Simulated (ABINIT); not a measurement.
Crystal: Zr.

```
CELL_PARAMETERS angstrom
3.23200 0.00000 0.00000
-1.61600 2.79899 0.00000
0.00000 0.00000 5.14700
ATOMIC_POSITIONS crystal
Zr 0.66667 0.33333 0.75000
Zr 0.33333 0.66667 0.25000
```

* Program: ABINIT 10.8.3 (patched build)
* Task: relaxation of cell and atoms
* Functional: LDA
* Potentials or basis: JTH PAW LDA v2.0
* Cutoff: 463 eV
* k mesh: 7 × 7 × 4
* Occupations: fermi-dirac, width 0.05 eV
* Spin: no spin polarisation

At the start: pressure -6.0 GPa; volume 23.28 Å³/atom.

Problem. How do energy, volume and symmetry change on relaxing?

Solution. Over 8 steps the energy falls by 28.6 meV/atom and the volume is 21.82 Å³/atom (-6.3 %); space group P6_3/mmc (No. 194, to 0.05 Å).

The path:
```csv
step,energy change (eV),largest force (eV/Å),pressure (GPa),volume (Å³)
1,0.0000,0.0000,-6.02,46.56
2,-0.0278,0.0000,-4.43,45.71
3,-0.0571,0.0000,0.25,43.54
4,-0.0572,0.0000,-0.01,43.65
5,-0.0572,0.0000,0.00,43.65
6,-0.0572,0.0000,0.01,43.64
7,-0.0572,0.0000,0.01,43.64
8,-0.0572,0.0000,0.01,43.65
```

Final structure:
```cif
data_structure
_symmetry_space_group_name_H-M 'P 1'
_symmetry_Int_Tables_number 1
_cell_length_a 3.1631
_cell_length_b 3.1631
_cell_length_c 5.0374
_cell_angle_alpha 90.000
_cell_angle_beta 90.000
_cell_angle_gamma 120.000
_cell_volume 43.65
loop_
_atom_site_label
_atom_site_type_symbol
_atom_site_fract_x
_atom_site_fract_y
_atom_site_fract_z
_atom_site_occupancy
Zr1 Zr 0.66667 0.33333 0.75000 1
Zr2 Zr 0.33333 0.66667 0.25000 1
```
